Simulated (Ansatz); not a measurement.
## Pb under changes of volume

One of the cells (30.323 Å³/atom); the others are scaled copies at fixed shape and fractional positions:

```
Pb
1.0
     0.00000    2.47502    2.47502
     2.47502    0.00000    2.47502
     2.47502    2.47502    0.00000
Pb
1
Cartesian
  0.0000 0.0000 0.0000
```

* Program: Ansatz 0.2.0
* Functional: HSE06
* Potentials or basis: Ansatz PAW
* Cutoff: 420 eV (not typed: the program's choice for these potentials)
* k mesh: 6 × 6 × 6
* Occupations: fermi-dirac, width 0.05 eV
* Spin: no spin polarisation

```csv
volume (Å³/atom),energy over the lowest point (meV/atom),pressure (GPa)
28.503,50.48,5.8
29.110,?,?
29.716,16.54,3.2
30.323,6.93,2.0
30.929,1.57,1.0
31.535,0.00,0.1
32.142,1.80,-0.7
```

**Question.** What does the run at 29.110 Å³/atom give?

**Answer.** Energy over the lowest point 30.89 meV/atom; pressure 4.4 GPa.

Worked out: A Birch-Murnaghan fit of order 3 (a polynomial in V^(-2/3)) to the other rows has its minimum at 31.50 Å³/atom with B0 = V·E''(V) = 47 GPa and B' = 4.7. It gives 30.85 meV/atom at 29.110 Å³/atom, against the run's 30.89, and -dE/dV = 4.5 GPa, against 4.4.

Energies are extrapolated to zero smearing.

Caveats: some runs use coarse meshes; the PAW data sets come from PBE, with cores solved anew for the run's functional, which leaves a small shift of forces and pressure; the thresholds are loose for stress.
